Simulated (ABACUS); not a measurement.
Input of an ABACUS 3.10.1 run:

run_abacus.py

```python
"""ABACUS run from a structure file: ASE reads it, the script writes STRU, KPT and INPUT."""
import re
import subprocess
import spglib
from ase import Atoms
from ase.io import read
from ase.units import Bohr

atoms = read("Gd.cif")
cell, frac, numbers = spglib.standardize_cell((atoms.cell[:], atoms.get_scaled_positions(), atoms.numbers), to_primitive=True, symprec=1e-4)
atoms = Atoms(numbers=numbers, cell=cell, scaled_positions=frac, pbc=True)  # the primitive cell
atoms = atoms[(-atoms.numbers).argsort(kind="stable")]  # ABACUS lists atoms element by element
pseudo = {'Gd': 'Gd.upf'}
orbital = {}
magmoms = None
kmesh = [6, 6, 4]
params = {
    'suffix': 'Gd',
    'calculation': 'cell-relax',
    'basis_type': 'pw',
    'pseudo_dir': './',
    'symmetry': 1,
    'dft_functional': 'pbe',
    'ecutwfc': 52,
    'pseudo_rcut': 10,
    'nspin': 1,
    'nbands': 15,
    'ks_solver': 'dav',
    'smearing_method': 'fd',
    'smearing_sigma': 0.00367493,
    'scf_thr': 1e-08,
    'scf_nmax': 100,
    'mixing_type': 'broyden',
    'mixing_beta': 0.7,
    'cal_force': 1,
    'cal_stress': 1,
    'relax_nmax': 60,
    'force_thr_ev': 0.02,
    'relax_method': 'cg',
    'out_stru': 1,
    'stress_thr': 0.2,
    'press1': 50,
    'press2': 50,
    'press3': 50,
    'kpar': 4,
}

symbols = atoms.get_chemical_symbols()
elements = list(dict.fromkeys(symbols))
lines = ["ATOMIC_SPECIES"] + [f"{e} {atoms.get_masses()[symbols.index(e)]:.4f} {pseudo[e]}" for e in elements]
if orbital:
    lines += ["", "NUMERICAL_ORBITAL"] + [orbital[e] for e in elements]
lines += ["", "LATTICE_CONSTANT", f"{1 / Bohr:.10f}", "", "LATTICE_VECTORS"]
lines += [" ".join(f"{x:.10f}" for x in v) for v in atoms.cell]
lines += ["", "ATOMIC_POSITIONS", "Direct"]
for e in elements:
    lines += ["", e, "0.0", str(symbols.count(e))]
    for i, p in enumerate(atoms.get_scaled_positions(wrap=False)):
        if symbols[i] == e:
            mag = "" if magmoms is None else " mag " + " ".join(str(x) for x in (magmoms[i] if isinstance(magmoms[i], list) else [magmoms[i]]))
            lines.append(" ".join(f"{x:.10f}" for x in p) + " 1 1 1" + mag)
open("STRU", "w").write("\n".join(lines) + "\n")
open("KPT", "w").write("K_POINTS\n0\nGamma\n%d %d %d 0 0 0\n" % tuple(kmesh))
open("INPUT", "w").write("INPUT_PARAMETERS\n" + "".join(f"{k:<20s}{v}\n" for k, v in params.items()))

done = subprocess.run(['mpirun', '-np', '4', 'abacus'])
if done.returncode:
    raise SystemExit(done.returncode)
log = open("OUT.Gd/running_cell-relax.log").read()
print("final energy (eV):", re.findall(r"FINAL_ETOT_IS (\S+)", log))
```

File Gd.cif:

```cif
data_Gd
_cell_length_a 3.63600000
_cell_length_b 3.63600000
_cell_length_c 5.78260000
_cell_angle_alpha 90.00000000
_cell_angle_beta 90.00000000
_cell_angle_gamma 120.00000000
_space_group_name_H-M_alt 'P6_3/mmc'
_space_group_name_Hall '-P 6c 2c'
_space_group_IT_number 194
loop_
_space_group_symop_operation_xyz
'x,y,z'
'-x,-y,-z'
'x-y,x,z+1/2'
'-x+y,-x,-z+1/2'
'-y,x-y,z'
'y,-x+y,-z'
'-x,-y,z+1/2'
'x,y,-z+1/2'
'-x+y,-x,z'
'x-y,x,-z'
'y,-x+y,z+1/2'
'-y,x-y,-z+1/2'
'-y,-x,-z+1/2'
'y,x,z+1/2'
'-x,-x+y,-z'
'x,x-y,z'
'-x+y,y,-z+1/2'
'x-y,-y,z+1/2'
'y,x,-z'
'-y,-x,z'
'x,x-y,-z+1/2'
'-x,-x+y,z+1/2'
'x-y,-y,-z'
'-x+y,y,z'
loop_
_atom_site_label
_atom_site_type_symbol
_atom_site_symmetry_multiplicity
_atom_site_Wyckoff_symbol
_atom_site_fract_x
_atom_site_fract_y
_atom_site_fract_z
_atom_site_occupancy
Gd1 Gd 2 c 0.6666666667 0.3333333333 0.7500000000 1
```

Potentials or basis: PseudoDojo NC SR 0.4.1 PBE standard, lanthanides 3+ (f in core), plane waves.

Launch:

```bash
$ OMP_NUM_THREADS=1 python run_abacus.py > log
```

(1) Predict the band gap on the k mesh.

## Answers

(1) none (metal or under the smearing width).

Caveat: the 4f electrons are frozen in the core as for a trivalent ion, so they carry no moment and show no levels; the run has no spin polarisation, though such a crystal can be magnetic.
